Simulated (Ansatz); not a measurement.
**Si: moving Si off its site**

Si, P6_3/mmc, a = 3.832 Å, c = 6.342 Å. This isn't the element's structure at ambient conditions. Ansatz: r2SCAN, PAW, 500 eV, Γ-centred 12×12×4 mesh on 4 atoms, Gaussian smearing 0.05 eV; no spin polarisation.

```yaml
crystal:
  lattice:
    - [3.83191, 0.00000, 0.00000]
    - [-1.91595, 3.31853, 0.00000]
    - [0.00000, 0.00000, 6.34182]
  atoms:
    - { symbol: Si, position: [0.33333, 0.66667, 0.06309] }
    - { symbol: Si, position: [0.66667, 0.33333, 0.56309] }
    - { symbol: Si, position: [0.33333, 0.66667, 0.43691] }
    - { symbol: Si, position: [0.66667, 0.33333, 0.93691] }
```

Atom 1 (Si) moves by x along the unit vector (0.000, 0.000, 1.000), with its periodic images; all else is held. y is the free energy of the cell over the start, F the force along the path summed over the moved atoms.

| x (Å) | y (meV) | F (eV/Å) |
| --- | --- | --- |
| -0.450 | ? | ? |
| -0.360 | 694.6 | 3.10 |
| -0.270 | 429.5 | 2.76 |
| -0.180 | 207.8 | 2.12 |
| -0.090 | 56.2 | 1.20 |
| 0.000 | 0.0 | 0.00 |
| 0.180 | 286.8 | -3.43 |
| 0.270 | 697.0 | -5.75 |
| 0.360 | 1338.1 | -8.58 |
| 0.450 | 2263.9 | -12.06 |

Fit y = c2 x² + c3 x³ + c4 x⁴ to the energies of the other rows, give the force constant, and predict energy and force of the missing row.

Least squares on the rows shown. y = 7500.5 x² + 6906.4 x³ + 2784.1 x⁴. The force constant is 2 c2 = 15.0 eV/Å² (for all images moving together, not for a lone atom). The force −dy/dx at the missing row is 3.57 eV/Å (computed 3.22). At x = -0.450 the fit asked for gives 1003.7 meV. The run gave 980.7 meV, so the fit is 23.0 meV too high, 1 % of the span of the series, against an rms of 2.1 meV on the fitted rows. The row lies outside the fitted range. With a term in x⁵ added, a fit to the same known rows predicts 977.4 meV, so most of the miss is curvature that the known rows already hold.

The structure is hexagonal diamond (lonsdaleite-type) silicon, and the scan shows a single, strongly skewed well. At 0.360 Å the energy cost is 1338.1 meV towards positive x but only 694.6 meV towards negative x. The skew follows from the tetrahedral bonding. Positive displacement drives the atom head-on into its axial neighbour, so Pauli repulsion between the bonding electrons stiffens the response rapidly. Negative displacement stretches that axial bond and flattens the pyramid formed with the other three neighbours. Those bonds shorten only gradually because much of the motion is bond bending, which costs less in an sp³ network than direct compression. The restoring force therefore levels off on this side, while it grows ever faster on the other.

The vanishing force at the origin is informative, since symmetry leaves the axial coordinate free: the internal position is relaxed along this path. The curve does not by itself give a phonon frequency, because normal modes also involve the coupled motion of the other sublattices.
